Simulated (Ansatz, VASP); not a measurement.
## Ni in VASP and in Ansatz

File INCAR:

```
SYSTEM = Ni
ALGO = Normal ; EDIFF = 1E-7
ENCUT = 520 ; GGA = PS
ISIF = 2 ; ISMEAR = -1
ISPIN = 2 ; LASPH = .TRUE.
LCHARG = .FALSE. ; LMAXMIX = 4
LORBIT = 11 ; LREAL = .FALSE.
LWAVE = .FALSE. ; MAGMOM = 1
NBANDS = 15 ; NELM = 150
PREC = Accurate ; SIGMA = 0.08
```

Contents of KPOINTS:

```
k-points
0
G
  21 21 21
  0 0 0
```

Contents of POSCAR:

```
Ni
1.0
   -1.3305573911      1.3305573911      1.3305573911
    1.3305573911     -1.3305573911      1.3305573911
    1.3305573911      1.3305573911     -1.3305573911
Ni
1
Direct
    0.0000000000      0.0000000000      0.0000000000
```

Input for Ansatz:

```yaml
crystal:
  lattice:
    - [-1.3305573911, 1.3305573911, 1.3305573911]
    - [1.3305573911, -1.3305573911, 1.3305573911]
    - [1.3305573911, 1.3305573911, -1.3305573911]
  atoms:
    - { symbol: Ni, position: [0.0, 0.0, 0.0], spin: 1.0 }
magnetization:
  spin_polarized: true
kpoints:
  mp_grid: { grid: [21, 21, 21] }
scf:
  occupations: { method: fermi_dirac, width: 0.08 }
hamiltonian:
  xc: pbesol
  pseudopotentials: { kind: all_electron, lapw: { basis_error: 0.001 } }
output:
  forces: true
  stress: true
  eigenvalues: true
  populations: true
```

Change from the starting cell: volume scaled by 0.9, LAPW.

Alike in both runs: task single point; functional PBEsol; k mesh 21 × 21 × 21; occupations fermi-dirac, width 0.08 eV; collinear spin.

|  | VASP | Ansatz |
| --- | --- | --- |
| version | VASP 6.6.1 | Ansatz 0.2.0 |
| potentials or method | VASP PAW PBE potentials, release 64 (Ni) | all-electron LAPW, scalar-relativistic |
| plane-wave cutoff (eV) | 520 | see its input |

|  | VASP | Ansatz | Ansatz less VASP |
| --- | --- | --- | --- |
| pressure (GPa) | 28.2 | 28.7 | +0.49 |
| net moment per atom (μB) | 0.02 | 0.11 | +0.095 |
| size of the moment on the site where the two differ most (μB) | 0.02 | 0.11 | +0.099 |

Site moments also hang on the region over which each program counts them. Ansatz ran all-electron here, so the differences hold the error of VASP's frozen core and of both bases.

Caveats: so large a pressure means that the cell lies far from this level's equilibrium, or that cutoff or potentials fall short (VASP); the potentials were made for another functional, which shifts forces and pressure (VASP).
